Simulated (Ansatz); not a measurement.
The system is Mg.

```
Mg
1.0
     3.20930    0.00000    0.00000
    -1.60465    2.77934    0.00000
     0.00000    0.00000    5.21030
Mg
2
Direct
  0.66667 0.33333 0.75000
  0.33333 0.66667 0.25000
```

Base run:

```yaml
Program: Ansatz 0.2.0
Functional: PBE
Potentials_or_basis: PseudoDojo standard (PBE files)
Cutoff: 1143 eV
Density_cutoff: 4572 eV
k_mesh: 10 × 10 × 5
Occupations: fermi-dirac, width 0.05 eV
Spin: no spin polarisation
```

Its results: band gap on the k mesh none (metal or under the smearing width); pressure -0.3 GPa.

Question: The run is repeated on the same cell with these changes: potentials or basis from PseudoDojo standard (PBE files) to Ansatz PAW; cutoff from 1143 eV to 420 eV (not typed: the program's choice for these potentials); k mesh from 10 × 10 × 5 to 3 × 3 × 2. What comes out?

Answer: Band gap on the k mesh none (metal or under the smearing width); pressure 0.2 GPa.

Caveats: some runs use coarse meshes.
